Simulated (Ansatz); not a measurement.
**Ni: competing magnetic orders, part 1 of 2**

Which arrangement of moments is lowest in this cell of Ni? Methods of the runs shown: PAW and LAPW. Its runs: parallel moments (PAW and LAPW); no spin polarisation (PAW); moments start +- (PAW and LAPW).

This is Ni in the bcc structure; at room conditions it is fcc.

Computed with Ansatz 0.2.0 (DFT LDA, with the methods named in each step, unless a step's input says otherwise).

## (1) The starting structure

It takes space group Im-3m (No. 229, cubic). Conventional cell: a = 2.767 Å, b = 2.767 Å, c = 2.767 Å, α = 90.00°, β = 90.00°, γ = 90.00°. Ni (site symmetry m-3m) is surrounded by 8 Ni at 2.40 Å.

Coordinates:

```cif
data_structure
_symmetry_space_group_name_H-M 'Im-3m'
_symmetry_Int_Tables_number 229
_cell_length_a 2.7674
_cell_length_b 2.7674
_cell_length_c 2.7674
_cell_angle_alpha 90.000
_cell_angle_beta 90.000
_cell_angle_gamma 90.000
_cell_volume 21.19
loop_
_atom_site_label
_atom_site_type_symbol
_atom_site_symmetry_multiplicity
_atom_site_Wyckoff_symbol
_atom_site_fract_x
_atom_site_fract_y
_atom_site_fract_z
_atom_site_occupancy
Ni1 Ni 2 a 0.00000 0.00000 0.00000 1
```

The file gives the conventional cell by its symmetry; the runs use the cell typed in the input.

In patterns such as +-, the signs follow the magnetic atoms in the order of the input.

Atoms are numbered in the order of the input: Ni1, Ni2.

## (2) Parallel moments, PAW

input.yaml

```yaml
crystal:
  lattice:
    - [2.76743094, 0.0, 0.0]
    - [0.0, 2.76743094, 0.0]
    - [0.0, 0.0, 2.76743094]
  atoms:
    - { symbol: Ni, position: [0.0, 0.0, 0.0], spin: 1.5 }
    - { symbol: Ni, position: [0.5, 0.5, 0.5], spin: 1.5 }
magnetization:
  spin_polarized: true
kpoints:
  mp_grid: { grid: [11, 11, 11] }
scf:
  occupations: { method: fermi_dirac, width: 0.05 }
  lower_state_search: "off"
hamiltonian:
  xc: lda
  pseudopotentials: { kind: paw }
output:
  forces: true
  stress: true
  eigenvalues: true
  populations: true
  write_density: true
  write_potential: true
  elf: true
  volumetric_format: npy
```

Started as:

```console
$ ansatz run input.yaml --threads 1 --pin off --max-ram 3072MiB --backend cpu --events-out ev --progress --plain --runs-dir out
```

Standard output (excerpt; [...] marks lines left out):

```text
[...]
Pseudopotentials: kind: paw
Pseudopotential: Ni, paw, valence charge 18, recommended cutoff 420 eV (normal)
Functional definition: SPW92
[...]
Crystal: 2 atoms, lattice volume = 21.195 Å³
Basis set: ecut = 420 eV, 437 PW (Γ)
Bands: 24, of which v1, the nominal top of the filled ones, is band 18 counted from 1 (17 counted from 0)
Symmetry: 96 space group operations
Space group: Im-3m (ITA 229), of the structure as read, at distance tolerance 2.8e-5 Å
Magnetic group: BNS 229.140 (UNI 1642), of the structure as read, at distance tolerance 2.8e-5 Å
k-points: 56 of 1331
[...]
Starting moments: Σ|m| = 3 μB on 2 of 2 sites
[...]
SCF iter   1: F=—  HF=-11546.232508 eV  |F-HF|=—  |Δ(HF+E_count)|=         —  Δρ=8.33e-2 (↑8.10e-2 ↓8.33e-2)  dr2=4.88e-3  dr2_m=1.30e0  M=1.503 μB ∫|m|=1.610 μB  β_m=0.30  ethr=1.36e-5  ⟨swp⟩=2.1  Hψ=14970  notcnv=0
[...]
spin-set hold released at iteration 8 (site moments contracting): the magnetisation degrees of freedom join the quasi-Newton model from the next iteration; the mixer history was flushed
[...]
SCF iter  14: F=-11546.520139 eV  HF=-11546.520139 eV  |F-HF|=3.13e-9  |Δ(HF+E_count)|=   2.33e-7  Δρ=6.47e-6 (↑6.47e-6 ↓4.03e-6)  dr2=4.96e-9  dr2_m=3.56e-9  M=1.033 μB ∫|m|=1.106 μB  ethr=2.78e-10  ⟨swp⟩=8.4  Hψ=18028  notcnv=0
[...]
SCF converged after 14 iterations
Magnetization: 1.0328 μB (18.5164 up, 17.4836 down)
Absolute magnetization: 1.1066 μB (∫|ρ↑−ρ↓|, with the PAW one-centre terms)
Spin contamination: 0.0057 ħ² per cell (⟨S²⟩ above its minimum at these occupations)
Per-site moments (μB) at R_I (Å): [(0.5336306021952238, 0.9886245176193575), (0.5336306021952238, 0.9886245176193575)]
Free energy (F): -11546.520139 eV
[...]
E sigma→0 (E₀):  -11546.505106 eV
Entropy (-TS):   -0.030065 eV (-15.033 meV/atom)
Fermi energy:    18.165905 eV
[...]
--- Forces (eV/Å), atoms counted from 1 ---
  atom   1  Ni     0.00000000    -0.00000000     0.00000000
  atom   2  Ni     0.00000000    -0.00000000     0.00000000
[...]
--- Stress (GPa, compression-positive) ---
      -10.542684       0.000000      -0.000000
       -0.000000     -10.542684       0.000000
       -0.000000      -0.000000     -10.542684
  P = ⅓ Tr σ = -10.5427 GPa (-105.427 kbar)
--- Band table (eV; the first three rows and the last of 112) ---
  k-point 0 ↑: bands = ["-84.3833", "-84.3071", "-45.2382", "-45.2382", "-45.2382", "-45.0503", "-45.0503", "-45.0503", "9.0178", "13.8331", "13.8331", "15.8499", "15.8499", "15.8499", "17.3152", "17.3152", "17.9956", "17.9956", "17.9956", "28.0036", "28.0036", "28.0036", "34.1029", "34.1029"]
[...]
--- Löwdin populations: 2 sites ---
  site symbol       q [e]    m [muB]
     0     Ni     17.7798     0.5320
     1     Ni     17.7798     0.5320
  spilling = 0.012234 (of n_electrons = 36.000000)
```

Run time: 7.5 s. Hardware: 1 thread of Arm Neoverse V1, shared host; peak memory 0.3 GiB.

Result: total moment 1.03 μB; site moments Ni1 0.53, Ni2 0.53 μB; pressure -10.54 GPa; no gap.

Density in a lattice plane of the grid's cell (edges 2.77 and 2.77 Å, at 0.000 of the third edge), which holds Ni.

Ten even steps from '0' (0.24 e/Å³) to '9' (60.47 e/Å³):
```
764210000000000000001246
543210000000000000001234
221100000000000000000112
100000000000000000000000
000000000000000000000000
000000000000000000000000
000000000000000000000000
000000000000000000000000
000000000000000000000000
000000000000000000000000
000000000000000000000000
000000000000000000000000
000000000000000000000000
000000000000000000000000
000000000000000000000000
100000000000000000000000
221100000000000000000112
543210000000000000001234
764210000000000000001246
986310000000000000001368
```
Columns run along the first of these edges and rows up along the second, over one cell in 24 and 20 even steps from the bottom left corner. Atoms in the plane (fractional): Ni at (0.00, 0.00).

ELF in the same plane.

Values, 12 rows by 12 columns:
```
0.61 0.51 0.36 0.25 0.19 0.21 0.26 0.21 0.19 0.25 0.36 0.51
0.41 0.36 0.27 0.20 0.19 0.24 0.28 0.24 0.19 0.20 0.27 0.36
0.27 0.25 0.20 0.18 0.21 0.27 0.29 0.27 0.21 0.18 0.20 0.25
0.19 0.19 0.19 0.21 0.26 0.28 0.28 0.28 0.26 0.21 0.19 0.19
0.21 0.21 0.24 0.27 0.28 0.27 0.26 0.27 0.28 0.27 0.24 0.21
0.26 0.26 0.28 0.29 0.28 0.26 0.26 0.26 0.28 0.29 0.28 0.26
0.21 0.21 0.24 0.27 0.28 0.27 0.26 0.27 0.28 0.27 0.24 0.21
0.19 0.19 0.19 0.21 0.26 0.28 0.28 0.28 0.26 0.21 0.19 0.19
0.27 0.25 0.20 0.18 0.21 0.27 0.29 0.27 0.21 0.18 0.20 0.25
0.41 0.36 0.27 0.20 0.19 0.24 0.28 0.24 0.19 0.20 0.27 0.36
0.61 0.51 0.36 0.25 0.19 0.21 0.26 0.21 0.19 0.25 0.36 0.51
0.73 0.61 0.41 0.27 0.19 0.21 0.26 0.21 0.19 0.27 0.41 0.61
```
Columns run along the first of these edges and rows up along the second, over one cell in 12 and 12 even steps from the bottom left corner. Atoms in the plane (fractional): Ni at (0.00, 0.00).

Both are smooth fields of the valence electrons: close to the nuclei they are not physical.

Spin density (up less down) in a lattice plane of the grid's cell (edges 2.77 and 2.77 Å, at 0.000 of the third edge), which holds Ni.

Values in e/Å³, 12 rows by 12 columns:
```
 1.33  0.85  0.25  0.05  0.01  0.00 -0.01  0.00  0.01  0.05  0.25  0.85
 0.32  0.25  0.11  0.03  0.00  0.00 -0.01  0.00  0.00  0.03  0.11  0.25
 0.05  0.05  0.03  0.01  0.00  0.00 -0.01  0.00  0.00  0.01  0.03  0.05
 0.01  0.01  0.00  0.00  0.00 -0.01 -0.01 -0.01  0.00  0.00  0.00  0.01
 0.00  0.00  0.00  0.00 -0.01 -0.01 -0.01 -0.01 -0.01  0.00  0.00  0.00
 0.00 -0.01 -0.01 -0.01 -0.01 -0.01  0.00 -0.01 -0.01 -0.01 -0.01 -0.01
 0.00  0.00  0.00  0.00 -0.01 -0.01 -0.01 -0.01 -0.01  0.00  0.00  0.00
 0.01  0.01  0.00  0.00  0.00 -0.01 -0.01 -0.01  0.00  0.00  0.00  0.01
 0.05  0.05  0.03  0.01  0.00  0.00 -0.01  0.00  0.00  0.01  0.03  0.05
 0.32  0.25  0.11  0.03  0.00  0.00 -0.01  0.00  0.00  0.03  0.11  0.25
 1.33  0.85  0.25  0.05  0.01  0.00 -0.01  0.00  0.01  0.05  0.25  0.85
 2.25  1.33  0.32  0.05  0.01  0.00  0.00  0.00  0.01  0.05  0.32  1.33
```
Columns run along the first of these edges and rows up along the second, over one cell in 12 and 12 even steps from the bottom left corner. Atoms in the plane (fractional): Ni at (0.00, 0.00).

## (3) Parallel moments, LAPW

input.yaml: that of step 2 with these lines changed.

```diff
@@ -17,3 +17,3 @@
   xc: lda
-  pseudopotentials: { kind: paw }
+  pseudopotentials: { kind: all_electron, lapw: { basis_error: 0.001 } }
 output:
@@ -23,5 +23 @@
   populations: true
-  write_density: true
-  write_potential: true
-  elf: true
-  volumetric_format: npy
```

Started as:

```console
$ ansatz run input.yaml --threads 1 --pin off --max-ram 3072MiB --backend cpu --events-out ev --progress --plain --runs-dir out
```

Standard output:

```text
Ni: projections on atomic orbitals take those of the free atom 1s2 2s2 2p6 3s2 3p6 3d8 4s2, of charge +0.00 (hamiltonian.pseudopotentials.projection_atoms)
LAPW: plane waves up to 9.434 Å⁻¹, error target 1.0e-3 eV per atom; small_component_spin mean_spin; Ni in spheres of 1.198 Å, 18 of its electrons in bands, Dirac shells []
Engine: ansatz 0.2.0
Pseudopotentials: kind: all_electron
Pseudopotential: Ni, LAPW, valence charge 18, Koelling and Harmon's equation, gaussian nucleus
[... 1 set-up line as earlier in the session ...]
  exchange = slater_x
  correlation = pw_c
Crystal: 2 atoms, lattice volume = 21.195 Å³
Basis set: ecut = 339.1005168601053 eV, 305 PW (Γ), exchange–correlation at level 2
Bands: 24, of which v1, the nominal top of the filled ones, is band 18 counted from 1 (17 counted from 0)
[... 2 set-up lines as earlier in the session ...]
Magnetic group: BNS 229.140 (UNI 1642), of the structure as read, at distance tolerance 2.8e-5 Å
k-points: 56 of 1331
Non-local potential: Ni, projectors of the file, none
Initial density: superposition of atomic densities (chi_scale 0.1, normalization cell)
Starting moments: Σ|m| = 3 μB on 2 of 2 sites
Initial wavefunctions: plane waves of lowest kinetic energy (no species holds an atomic orbital)
Functional: x = slater, c = lda
iter 1 solved again at ethr=4.84e-6 eV; its pass at ethr=1.00e-1 eV (dr2=1.74e-3 eV) is discarded
SCF iter   1: F=—  HF=-82632.758648 eV  |F-HF|=—  |Δ(HF+E_count)|=         —  Δρ=4.04e-2 (↑3.91e-2 ↓4.04e-2)  dr2=1.64e-3  dr2_m=3.07e-1  M=1.470 μB ∫|m|=1.606 μB  β_m=0.30  ethr=4.84e-6  ⟨swp⟩=4.0  Hψ=21762  notcnv=0
preconditioner: auto → none  [metal: Δε(μ)=0.004 eV  Ē_g=11.798 eV  σ=0.050 eV  W_gap=0.02  n_scr=6 (ndim 8)  ℏωp=36.1 eV  f_vac=0.000  D(μ)=3.86/eV (n_scr^D=80)  sad-step TF]
SCF iter   2: F=—  HF=-82632.859108 eV  |F-HF|=—  |Δ(HF+E_count)|=   1.00e-1  Δρ=3.02e-2 (↑2.98e-2 ↓3.02e-2)  dr2=3.01e-4  dr2_m=1.75e-1  M=1.391 μB ∫|m|=1.534 μB  β_m=0.30  ethr=4.55e-6  ⟨swp⟩=3.0  Hψ=7821  notcnv=0
SCF iter   3: F=—  HF=-82632.918558 eV  |F-HF|=—  |Δ(HF+E_count)|=   5.94e-2  Δρ=2.24e-2 (↑2.19e-2 ↓2.24e-2)  dr2=2.62e-4  dr2_m=9.55e-2  M=1.350 μB ∫|m|=1.486 μB  β_m=0.30  ethr=8.36e-7  ⟨swp⟩=3.0  Hψ=7977  notcnv=0
iter 4 solved again at ethr=2.52e-8 eV; its pass at ethr=7.28e-7 eV (dr2=9.06e-6 eV) is discarded
SCF iter   4: F=—  HF=-82632.950982 eV  |F-HF|=—  |Δ(HF+E_count)|=   3.24e-2  Δρ=1.63e-2 (↑1.63e-2 ↓1.62e-2)  dr2=9.06e-6  dr2_m=5.13e-2  M=1.326 μB ∫|m|=1.454 μB  β_m=0.30  ethr=2.52e-8  ⟨swp⟩=2.0  Hψ=13383  notcnv=0
SCF iter   5: F=—  HF=-82632.969953 eV  |F-HF|=—  |Δ(HF+E_count)|=   1.90e-2  Δρ=1.24e-2 (↑1.22e-2 ↓1.24e-2)  dr2=2.03e-5  dr2_m=2.95e-2  M=1.293 μB ∫|m|=1.416 μB  β_m=0.30  ethr=2.52e-8  ⟨swp⟩=3.0  Hψ=8469  notcnv=0
SCF iter   6: F=—  HF=-82632.981109 eV  |F-HF|=—  |Δ(HF+E_count)|=   1.12e-2  Δρ=9.55e-3 (↑9.48e-3 ↓9.55e-3)  dr2=2.00e-6  dr2_m=1.76e-2  M=1.262 μB ∫|m|=1.381 μB  β_m=0.30  ethr=2.52e-8  ⟨swp⟩=3.0  Hψ=8504  notcnv=0
SCF iter   7: F=—  HF=-82632.988184 eV  |F-HF|=—  |Δ(HF+E_count)|=         —  Δρ=7.55e-3 (↑7.45e-3 ↓7.55e-3)  dr2=3.88e-6  dr2_m=1.09e-2  M=1.234 μB ∫|m|=1.348 μB  β_m=0.30  ethr=5.56e-9  ⟨swp⟩=3.0  Hψ=8526  notcnv=0
the basis was enlarged: its passes take 480.0 KiB over the memory plan, 2 of 2 planned eigensolver slots
SCF iter   8: F=—  HF=-82632.992649 eV  |F-HF|=—  |Δ(HF+E_count)|=   4.47e-3  Δρ=6.00e-3 (↑5.91e-3 ↓6.00e-3)  dr2=3.26e-6  dr2_m=6.88e-3  M=1.210 μB ∫|m|=1.321 μB  β_m=0.30  ethr=5.56e-9  ⟨swp⟩=3.0  Hψ=8519  notcnv=0
Mixer restart at iter 8: flushing history
spin-set hold released at iteration 8 (site moments contracting): the magnetisation degrees of freedom join the quasi-Newton model from the next iteration; the mixer history was flushed
SCF iter   9: F=—  HF=-82632.995556 eV  |F-HF|=—  |Δ(HF+E_count)|=   2.91e-3  Δρ=4.77e-3 (↑4.73e-3 ↓4.77e-3)  dr2=9.58e-7  dr2_m=4.38e-3  M=1.190 μB ∫|m|=1.297 μB  β_m=0.49  ethr=5.56e-9  ⟨swp⟩=3.0  Hψ=8491  notcnv=0
SCF iter  10: F=—  HF=-82633.001677 eV  |F-HF|=—  |Δ(HF+E_count)|=   6.12e-3  Δρ=1.71e-3 (↑1.23e-3 ↓1.71e-3)  dr2=6.60e-5  dr2_m=4.00e-4  M=1.112 μB ∫|m|=1.202 μB  β_m=0.45  ethr=2.66e-9  ⟨swp⟩=3.5  Hψ=9260  notcnv=0
SCF iter  11: F=—  HF=-82633.001964 eV  |F-HF|=—  |Δ(HF+E_count)|=   2.87e-4  Δρ=4.63e-4 (↑4.63e-4 ↓3.07e-4)  dr2=3.09e-6  dr2_m=2.86e-5  M=1.070 μB ∫|m|=1.156 μB  β_m=0.60  ethr=2.66e-9  ⟨swp⟩=3.5  Hψ=9111  notcnv=0
SCF iter  12: F=—  HF=-82633.002156 eV  |F-HF|=—  |Δ(HF+E_count)|=   1.92e-4  Δρ=1.70e-4 (↑1.70e-4 ↓1.58e-4)  dr2=1.76e-8  dr2_m=5.22e-6  M=1.048 μB ∫|m|=1.128 μB  β_m=0.80  ethr=2.66e-9  ⟨swp⟩=3.0  Hψ=8407  notcnv=0
SCF iter  13: F=—  HF=-82633.002235 eV  |F-HF|=—  |Δ(HF+E_count)|=   7.92e-5  Δρ=6.67e-5 (↑6.64e-5 ↓6.67e-5)  dr2=3.45e-9  dr2_m=8.58e-7  M=1.025 μB ∫|m|=1.098 μB  β_m=0.90  ethr=4.89e-11  ⟨swp⟩=4.0  Hψ=10525  notcnv=0
SCF iter  14: F=—  HF=-82633.002237 eV  |F-HF|=—  |Δ(HF+E_count)|=   1.69e-6  Δρ=2.76e-5 (↑2.76e-5 ↓2.74e-5)  dr2=1.27e-10  dr2_m=1.47e-7  M=1.027 μB ∫|m|=1.100 μB  β_m=0.95  ethr=9.58e-12  ⟨swp⟩=3.0  Hψ=8528  notcnv=0
SCF iter  15: F=—  HF=-82633.002237 eV  |F-HF|=—  |Δ(HF+E_count)|=   3.63e-7  Δρ=8.59e-6 (↑8.59e-6 ↓8.55e-6)  dr2=5.10e-12  dr2_m=1.43e-8  M=1.028 μB ∫|m|=1.102 μB  β_m=0.92  ethr=1.50e-12 (applied; sched 1.00e-12)  ⟨swp⟩=3.1  Hψ=8556  notcnv=0
iter 16 did not close the SCF: its close was put off for a magnetic moment that had not settled (scf_convergence_deferred on its scf_iter line)
SCF iter  16: F=-82633.002237 eV  HF=-82633.002237 eV  |F-HF|=1.28e-9  |Δ(HF+E_count)|=   3.48e-8  Δρ=2.83e-6 (↑2.83e-6 ↓2.81e-6)  dr2=2.14e-13  dr2_m=1.55e-9  M=1.028 μB ∫|m|=1.102 μB  β_m=0.96  ethr=1.44e-12 (applied; sched 1.00e-12)  ⟨swp⟩=3.0  Hψ=8448  notcnv=0
SCF iter  17: F=-82633.002237 eV  HF=-82633.002237 eV  |F-HF|=5.82e-11  |Δ(HF+E_count)|=   3.71e-9  Δρ=7.58e-7 (↑7.58e-7 ↓7.53e-7)  dr2=1.21e-14  dr2_m=1.11e-10  M=1.029 μB ∫|m|=1.102 μB  ethr=1.30e-12 (applied; sched 1.00e-12)  ⟨swp⟩=2.1  Hψ=7369  notcnv=0
SCF 1 converged in 17 iterations: F = -82633.002237 eV  dr2 = 1.21e-14
SCF converged after 17 iterations
Magnetization: 1.0286 μB (18.5143 up, 17.4857 down)
Absolute magnetization: 1.1022 μB (∫|ρ↑−ρ↓|)
Spin contamination: 0.0056 ħ² per cell (⟨S²⟩ above its minimum at these occupations)
Per-site moments (μB) at R_I (Å): [(0.5286933202667932, 1.1983327307729694), (0.5286933202667932, 1.1983327307729694)]
Free energy (F): -82633.002237 eV
Harris-Foulkes:  -82633.002237 eV  (|F-HF|=5.82e-11)
Internal energy: -82632.972260 eV  (E = F + TS)
E sigma→0 (E₀):  -82632.987249 eV
Entropy (-TS):   -0.029977 eV (-14.989 meV/atom)
Fermi energy:    18.297083 eV
--- Per-component energies (eV) ---
  E_band       = -549.885642
  E_kinetic    = 83916.766644
  E_xc         = -3326.688820
  E_electrostatic = -163223.050084  (all electrons and nuclei)
  E_smearing   = -0.029977  (= −TS)
  E_closure    = 0.000000  (closes the sum)
  E_atoms      = -82616.701191  (free atoms, spherical and without spin; not in F)
  Σ components = -82633.002237   (vs F -82633.002237, Δ=0.00e0)
  Basis errors (estimates in eV, not in F): energy 2.8e-4 per atom: plane waves 2.5e-4 (1.3e-4 summed), levels above the bands 1.8e-94, relativity 4.2e-9, radial functions 3.8e-5, core shells 7.0e-10; eigenvalues (radial functions only) 3.0e-7; not estimated: angular momenta, meshes, grids; target (lapw.basis_error) 1.0e-3; muffin-tin radii Ni 1.198 Å
--- Forces (eV/Å), atoms counted from 1 ---
  atom   1  Ni    -0.00000000     0.00000000    -0.00000000
  atom   2  Ni    -0.00000000     0.00000000     0.00000000
  max |Σ_I F_I| component: 2.24e-30 eV/Å
--- Stress (GPa, compression-positive) ---
      -10.618886      -0.000000       0.000000
       -0.000000     -10.618886      -0.000000
        0.000000      -0.000000     -10.618886
  P = ⅓ Tr σ = -10.6189 GPa (-106.189 kbar)
--- Band table (eV; the first three rows and the last of 112) ---
  k-point 0 ↑: bands = ["-84.2453", "-84.1685", "-45.1015", "-45.1015", "-45.1015", "-44.9133", "-44.9133", "-44.9133", "9.1559", "13.9659", "13.9659", "15.9830", "15.9830", "15.9830", "17.4495", "17.4495", "18.1297", "18.1297", "18.1297", "28.1086", "28.1086", "28.1086", "34.2481", "34.2481"]
  k-point 1 ↑: bands = ["-84.2435", "-84.1699", "-45.1006", "-45.0975", "-45.0975", "-44.9200", "-44.9169", "-44.9169", "9.3306", "14.0244", "14.0359", "15.9818", "15.9818", "16.0253", "17.3813", "17.4761", "18.0037", "18.0037", "18.0852", "26.8787", "28.4230", "28.4230", "34.3090", "35.1034"]
  k-point 2 ↑: bands = ["-84.2384", "-84.1739", "-45.0972", "-45.0858", "-45.0858", "-44.9390", "-44.9275", "-44.9275", "9.8453", "14.1710", "14.2409", "15.9858", "15.9858", "16.1490", "17.1808", "17.5510", "17.6780", "17.6780", "17.9555", "24.5549", "29.3107", "29.3107", "34.4975", "36.0273"]
  k-point 55 ↓: bands = ["-83.5643", "-83.5641", "-44.4601", "-44.4424", "-44.4424", "-44.4052", "-44.4052", "-44.3875", "15.3042", "15.4293", "15.4293", "15.5864", "15.5864", "15.5934", "18.1279", "18.1279", "18.1280", "18.1280", "24.8007", "26.0656", "26.0656", "27.5973", "27.9375", "27.9375"]
--- Löwdin populations: 2 sites ---
  site symbol       q [e]    m [muB]
     0     Ni     27.7803     0.5302
     1     Ni     27.7803     0.5302
  spilling = 0.007848 (of n_electrons = 56.000000)
```

Run time: 49 s. Hardware: 1 thread of Arm Neoverse V1, shared host; peak memory 0.43 GiB.

Result: total moment 1.03 μB; site moments Ni1 0.53, Ni2 0.53 μB; pressure -10.62 GPa; no gap.

## (4) No spin polarisation, PAW

input.yaml

```yaml
crystal:
  lattice:
    - [2.76743094, 0.0, 0.0]
    - [0.0, 2.76743094, 0.0]
    - [0.0, 0.0, 2.76743094]
  atoms:
    - { symbol: Ni, position: [0.0, 0.0, 0.0] }
    - { symbol: Ni, position: [0.5, 0.5, 0.5] }
kpoints:
  mp_grid: { grid: [11, 11, 11] }
scf:
  occupations: { method: fermi_dirac, width: 0.05 }
  lower_state_search: "off"
hamiltonian:
  xc: lda
  pseudopotentials: { kind: paw }
output:
  forces: true
  stress: true
  eigenvalues: true
```

Started as:

```console
$ ansatz run input.yaml --threads 1 --pin off --max-ram 3072MiB --backend cpu --events-out ev --progress --plain --runs-dir out
```

Standard output (excerpt; [...] marks lines left out):

```text
[...]
[... 3 set-up lines as earlier in the session ...]
[...]
Crystal: 2 atoms, lattice volume = 21.195 Å³
Basis set: ecut = 420 eV, 437 PW (Γ)
Bands: 22, of which v1, the nominal top of the filled ones, is band 18 counted from 1 (17 counted from 0)
[... 2 set-up lines as earlier in the session ...]
k-points: 56 of 1331
[...]
SCF iter   1: F=—  HF=-11546.524143 eV  |F-HF|=—  |Δ(HF+E_count)|=         —  Δρ=2.75e-2  dr2=7.23e-2  ethr=1.77e-3  ⟨swp⟩=4.8  Hψ=4537  notcnv=0
[...]
SCF iter   6: F=-11546.509866 eV  HF=-11546.509866 eV  |F-HF|=7.82e-11  |Δ(HF+E_count)|=   7.18e-9  Δρ=1.52e-6  dr2=2.86e-10  ethr=2.26e-10  ⟨swp⟩=3.3  Hψ=4996  notcnv=0
[...]
SCF converged after 6 iterations
Free energy (F): -11546.509866 eV
[...]
E sigma→0 (E₀):  -11546.493419 eV
Entropy (-TS):   -0.032895 eV (-16.448 meV/atom)
Fermi energy:    18.118044 eV
[...]
--- Forces (eV/Å), atoms counted from 1 ---
  atom   1  Ni     0.00000000    -0.00000000     0.00000000
  atom   2  Ni     0.00000000    -0.00000000     0.00000000
[...]
--- Stress (GPa, compression-positive) ---
      -12.046760       0.000000       0.000000
        0.000000     -12.046760       0.000000
        0.000000       0.000000     -12.046760
  P = ⅓ Tr σ = -12.0468 GPa (-120.468 kbar)
--- Band table (eV; the first three rows and the last of 56) ---
  k-point 0: bands = ["-84.0679", "-83.9909", "-44.9335", "-44.9335", "-44.9335", "-44.7435", "-44.7435", "-44.7435", "9.0408", "14.0057", "14.0057", "16.1197", "16.1197", "16.1197", "17.5606", "17.5606", "18.3003", "18.3003", "18.3003", "28.0404", "28.0404", "28.0404"]
[...]
```

Run time: 2.2 s. Hardware: 1 thread of Arm Neoverse V1, shared host; peak memory 0.28 GiB.

Read from it: pressure -12.05 GPa; no gap.

(Continued in part 2 of 2.)
